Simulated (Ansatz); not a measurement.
## Ni: from a first guess to the relaxed hcp type

First guess:

```yaml
crystal:
  lattice:
    - [2.51233, 0.00000, 0.00000]
    - [-1.25617, 2.17574, 0.00000]
    - [0.00000, 0.00000, 4.06998]
  atoms:
    - { symbol: Ni, position: [0.33333, 0.66667, 0.25000] }
    - { symbol: Ni, position: [0.66667, 0.33333, 0.75000] }
```

These are results of DFT, PBE, PAW with Ansatz's default frozen-core files, scalar-relativistic in Ansatz 0.2.0, not measurements.

Cell and atoms relax within the symmetry of the start on a 15×15×8 k mesh with 0.05 eV Fermi–Dirac smearing, from parallel moments.

The start is built from a prototype, known or not as a phase of this compound; the cutoff is 420 eV.

The magnetic state is the one reached from parallel moments; other orders may lie lower.

Question: What is the pressure of the first guess?

Answer: -3.37 GPa.

Question: What does it relax to?

Answer: a = 2.485 Å, b = 2.485 Å, c = 4.085 Å, α = 90.00°, β = 90.00°, γ = 120.00° (conventional cell), 10.93 Å³ per atom:
```cif
data_structure
_symmetry_space_group_name_H-M 'P6_3/mmc'
_symmetry_Int_Tables_number 194
_cell_length_a 2.4852
_cell_length_b 2.4852
_cell_length_c 4.0852
_cell_angle_alpha 90.000
_cell_angle_beta 90.000
_cell_angle_gamma 120.000
_cell_volume 21.85
loop_
_atom_site_label
_atom_site_type_symbol
_atom_site_symmetry_multiplicity
_atom_site_Wyckoff_symbol
_atom_site_fract_x
_atom_site_fract_y
_atom_site_fract_z
_atom_site_occupancy
Ni1 Ni 2 c 0.33333 0.66667 0.25000 1
```

Question: How much energy does the relaxation release?

Answer: 3 meV/atom.

Question: What moment does the relaxed primitive cell (2 atoms) carry?

Answer: 1.31 μB.
